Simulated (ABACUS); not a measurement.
Set up this calculation in ABACUS 3.10.1, as the native input.

* Task: single point
* Functional: PBE
* Potentials or basis: PseudoDojo NC FR 0.4 PBE standard
* Cutoff: 1361 eV
* Density cutoff: 5442 eV
* Basis: DZP LCAO (the cutoffs set its grid)
* k mesh: 5 × 5 × 3
* Occupations: fermi-dirac, width 0.05 eV
* Spin: no spin polarisation
* Radial cutoff of the potentials (pseudo_rcut): 7 bohr
* Orbital files: Zn Zn_confined-atom_7au_3s2p2d1f.orb, S S_confined-atom_7au_2s2p1d.orb
* SCF threshold on the density: 1e-07
* Max SCF steps: 100
* Eigensolver: genelpa
* Mixing: broyden
* Mixing share: 0.7
* Symmetry key: 1
* Bands: 38

The system is ZnS (Wurtzite-2H).

```xyz
4
Lattice="3.8110 0.0000 0.0000 -1.9055 3.3004 0.0000 0.0000 0.0000 6.2340" Properties=species:S:1:pos:R:3 pbc="T T T"
Zn    1.9055    1.1001    3.1170
Zn    0.0000    2.2003    0.0000
S     1.9055    1.1001    5.5171
S     0.0000    2.2003    2.4001
```

The input as run:

INPUT

```
INPUT_PARAMETERS
suffix              ZnS
calculation         scf
basis_type          lcao
pseudo_dir          ./
orbital_dir         ./
latname             hexagonal
symmetry            1
dft_functional      pbe
ecutwfc             100
pseudo_rcut         7
nspin               1
nbands              38
ks_solver           genelpa
smearing_method     fd
smearing_sigma      0.00367493
scf_thr             1e-07
scf_nmax            100
mixing_type         broyden
mixing_beta         0.7
cal_force           1
cal_stress          1
out_mul             1
out_chg             1
out_pot             2
out_elf             1
```

STRU

```
ATOMIC_SPECIES
Zn 65.3800 Zn.upf
S 32.0600 S.upf

NUMERICAL_ORBITAL
Zn_confined-atom_7au_3s2p2d1f.orb
S_confined-atom_7au_2s2p1d.orb

LATTICE_CONSTANT
7.2017462609

LATTICE_PARAMETERS
1.6357911309

ATOMIC_POSITIONS
Direct

Zn
0.0
2
0.6666666667 0.3333333333 0.5000000000 1 1 1
0.3333333333 0.6666666667 0.0000000000 1 1 1

S
0.0
2
0.6666666667 0.3333333333 0.8850000000 1 1 1
0.3333333333 0.6666666667 0.3850000000 1 1 1
```

KPT

```
K_POINTS
0
Gamma
5 5 3 0 0 0
```

Potentials or basis: PseudoDojo NC FR 0.4 PBE standard, DZP LCAO (the cutoffs set its grid).

Launch:

```bash
$ OMP_NUM_THREADS=1 mpirun -np 4 abacus > log
```

Results of the run:

```
Pressure               : 3.6 GPa
Largest force          : 0.363 eV/Å
Band gap on the k mesh : 2.39 eV, direct
Mulliken charges       : Zn +0.29; S -0.29 e
```

Caveat: the atomic orbitals were generated for these runs and aren't a published set; Mulliken charges move with the basis; the basis of atomic orbitals isn't converged, which shifts pressures, moduli and gaps.

Wall time 6.4 s on 4 MPI ranks on Intel(R) Xeon(R) Platinum 8375C CPU @ 2.90GHz (Ice Lake) (shared host), peak memory 0.48 GiB a rank.
